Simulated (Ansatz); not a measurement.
**ZrS2: band structure with r2SCAN**

**Measured values to compare with.**

“Stress-Tuned Optical Transitions in Layered 1T-MX2 (M= Hf, Zr, Sn; X= S, Se) Crystals”, 2022, arxiv:2210.12074 quotes, for a bulk crystal of ZrS2: band gap 1.68 eV (indirect).

ZrS2:

```
CELL_PARAMETERS angstrom
3.69138 0.00000 0.00000
-1.84569 3.19683 0.00000
0.00000 0.00000 6.04108
ATOMIC_POSITIONS crystal
Zr 0.00000 0.00000 0.00000
S 0.33333 0.66667 0.23791
S 0.66667 0.33333 0.76209
```

The cell is a database's computed one.

- Program: Ansatz 0.2.0
- Task: band structure
- Functional: r2SCAN
- Potentials or basis: Ansatz PAW
- Cutoff: 500 eV (not typed: the program's choice for these potentials)
- k mesh: 8 × 8 × 5
- Occupations: fermi-dirac, width 0.05 eV
- Spin: spin-orbit coupling, no magnetisation
- Path: [["G", "M", "K", "G", "A", "L", "H", "A"], ["L", "M"], ["K", "H"]]
- Points for each segment of the path: 14

```
Pressure                : 0.0 GPa
Largest force           : 0.019 eV/Å
Band gap on the k mesh  : 1.36 eV, indirect (least direct gap 1.93 eV)
Band gap along the path : 1.33 eV, indirect (least direct gap 1.93 eV)
```

Forces in eV/Å, atoms in the order of the input:
```
Zr   0.000  0.000  0.000
S    0.000  0.000 -0.019
S    0.000  0.000  0.019
```

Stress tensor (GPa, compression positive):
```
-0.03  0.00  0.00
 0.00 -0.03  0.00
 0.00  0.00  0.06
```

Levels at the corners of the path, in eV from the valence-band top:
```tsv
point	band 20	band 21	band 22	band 23	band 24	band 25	band 26	band 27	band 28	band 29
Γ	-0.18	-0.08	-0.08	-0.04	-0.04	1.89	1.89	1.90	1.90	2.80
M	-2.38	-1.71	-1.71	-1.23	-1.23	1.50	1.50	3.60	3.60	3.90
K	-2.03	-2.02	-2.02	-1.48	-1.48	2.54	2.54	3.50	3.50	3.57
Γ	-0.18	-0.08	-0.08	-0.04	-0.04	1.89	1.89	1.90	1.90	2.80
A	-1.62	-0.26	-0.26	-0.18	-0.18	1.87	1.87	1.87	1.87	3.16
L	-2.25	-1.05	-1.05	-0.81	-0.81	1.33	1.33	3.59	3.59	3.90
H	-1.91	-1.81	-1.81	-1.80	-1.80	2.64	2.64	3.26	3.26	3.33
A	-1.62	-0.26	-0.26	-0.18	-0.18	1.87	1.87	1.87	1.87	3.16
L	-2.25	-1.05	-1.05	-0.81	-0.81	1.33	1.33	3.59	3.59	3.90
M	-2.38	-1.71	-1.71	-1.23	-1.23	1.50	1.50	3.60	3.60	3.90
K	-2.03	-2.02	-2.02	-1.48	-1.48	2.54	2.54	3.50	3.50	3.57
H	-1.91	-1.81	-1.81	-1.80	-1.80	2.64	2.64	3.26	3.26	3.33
```

It took 65 s on 2 threads of Arm Neoverse V2 (shared host), peak memory 0.77 GiB.

Against the measured gap of ZrS2, 1.68 eV (indirect; quoted in “Stress-Tuned Optical Transitions in Layered 1T-MX2 (M= Hf, Zr, Sn; X= S, Se) Crystals”, 2022, arxiv:2210.12074), the calculated 1.33 eV is off by -0.35 eV. The value is that of r2SCAN, without temperature or zero-point motion. The cell is a database's relaxed one, not the measured one, which moves gaps too.

Caveat: the PAW data sets come from PBE, with cores solved anew for the run's functional, which leaves a small shift of forces and pressure.
